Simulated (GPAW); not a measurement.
Runs of GPAW 26.7.0 on ScAl3. The structure is cubic, space group Pm-3m (No. 221). The conventional cell has a = 4.088 Å, b = 4.088 Å, c = 4.088 Å, α = 90.00°, β = 90.00°, γ = 90.00°. Around Sc (site symmetry m-3m) lie 12 Al at 2.89 Å. Al (site symmetry 4/mmm) is surrounded by 4 Sc at 2.89 Å and 8 Al at 2.89 Å. The cell is a database's computed one.

```csv
task,level,potentials or basis,U,band path,band points,pressure (GPa),V0 of scaled cells (Å³/atom),B0 (GPa)
equation of state,revPBE+D3,"the program's PAW data sets (release 1.2.1) made for this functional, pw",-,-,-,-,16.68,(b)
equation of state,vdW-DF-cx,"GPAW PAW data sets (gpaw-data 1.2.1), pw",-,-,-,-,17.28,88
band structure,r2SCAN+U,"GPAW PAW data sets (gpaw-data 1.2.1), pw",Sc d U = 2 eV,"GXMGRX,MR",100,1.5,-,-
band structure,LDA,"PAW data sets generated in the run's folder for this functional, pw",-,"GXMGRX,MR",80,(a),-,-
```

Alike in all rows: no spin polarisation; cell as given; k mesh 5 × 5 × 5; cutoff (eV) 600; smearing fermi-dirac 0.05 eV.

Task: Fill in the values left out.

Result: (a) -3.7; (b) 90.

Caveats: the PAW data sets were made with another functional, which shifts forces and pressure a little (some runs); U without spin polarisation on a metal has little footing (some runs); the U is typed as a test and isn't derived for this compound (some runs).
